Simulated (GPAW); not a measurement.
TiSi2:

```
CELL_PARAMETERS angstrom
0.00000 4.11752 4.26290
2.38951 0.00000 4.26290
2.38951 4.11752 0.00000
ATOMIC_POSITIONS crystal
Ti 0.75000 0.75000 0.75000
Ti 0.50000 0.50000 0.50000
Si 0.41257 0.08743 0.41257
Si 0.08743 0.41257 0.08743
Si 0.16257 0.83743 0.16257
Si 0.83743 0.16257 0.83743
```

The cell is a database's computed one.

Base run:

| Quantity | Value |
| --- | --- |
| Program | GPAW 26.7.0 |
| Functional | LDA |
| Potentials or basis | the program's PAW data sets (release 1.2.1) made for this functional |
| Cutoff | 600 eV |
| Basis | pw |
| k mesh | 7 × 7 × 7 |
| Occupations | fermi-dirac, width 0.05 eV |
| Spin | no spin polarisation |

Its results: pressure -4.7 GPa; largest force 0.063 eV/Å.

Problem. After a change of settings the same cell gave: pressure 5.1 GPa; largest force 0.005 eV/Å. Which change was it?
A. cutoff from 600 eV to 450 eV; k mesh from 7 × 7 × 7 to 6 × 6 × 6
B. functional from LDA to RPBE
C. functional from LDA to PBEsol; potentials or basis from the program's PAW data sets (release 1.2.1) made for this functional to PAW data sets generated in the run's folder for this functional
D. k mesh from 7 × 7 × 7 to 5 × 5 × 5; band points from 100 to 80

Solution. B.

RPBE binds less tightly than LDA, so the same cell stands under more pressure.

Not every run made on this cell is shown here.
